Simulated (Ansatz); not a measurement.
**Ti: energy along a strain**

Ti, P6/mmm, a = 4.515 Å, c = 2.799 Å. This isn't the element's structure at ambient conditions. Ansatz: PBEsol, PAW, 420 eV, Γ-centred 12×12×18 mesh on 3 atoms, Gaussian smearing 0.15 eV; no spin polarisation. Cell vectors (Å): 4.515 0.000 0.000; -2.258 3.910 0.000; 0.000 0.000 2.799. The cell is strained by x per cent times the pattern (0 0 0 0 0 1) in the order xx yy zz yz xz xy (engineering shears), with fractional coordinates held. y is the free energy over the start, V0 = 16.472 Å³/atom. Symmetry makes y even in x. Points with a strain past 8.5 % were computed too (2) and aren't used here.

| x (%) | y (meV/atom) |
| --- | --- |
| -5.00 | 7.53 |
| 0.00 | 0.00 |
| 1.25 | 0.48 |
| 2.50 | 1.90 |
| 3.75 | 4.26 |
| 6.25 | 11.68 |
| 7.50 | ? |

Problem. Fit y = c2 x² + c4 x⁴ to the other rows, get the stiffness along the pattern, and predict the missing energy.

Solution. Least squares on the rows shown. y = 0.30513 x² − 0.00015667 x⁴. The clamped-ion stiffness p·C·p = 2 × 3.051 eV × 160.2 / 16.472 Å³ = 59 GPa, which is C66 in these axes. At x = 7.50 the fit asked for gives 16.67 meV/atom. The run gave 16.69 meV/atom, so the fit is 0.02 meV/atom too low, a small miss on the scale of the series.

The energy rises almost quadratically with basal-plane shear, and the small negative quartic term means only slight softening over this range. The held-out point, at 7.50 % against a largest fitted strain of 6.25 %, supports this fit as a short extrapolation. The restoring force fits the bonding in this ω-type structure: titanium's partly filled d band gives directional metallic bonds, and the shear lengthens some in-plane contacts while shortening others. The linear contributions cancel by symmetry, leaving a quadratic cost. The weak softening probably reflects anharmonic bonding together with the geometry of finite shear, which this series can't separate.

The 59 GPa is best read as an upper bound on the relaxed C66 for this cell. In the ω structure the shear has the same symmetry as an opposing in-plane displacement of the two honeycomb sublattices, so letting the atoms move can lower the quadratic energy cost. The positive curvature shows resistance to this one homogeneous deformation, but it doesn't establish full mechanical stability or rank this phase against hexagonal close-packed titanium.
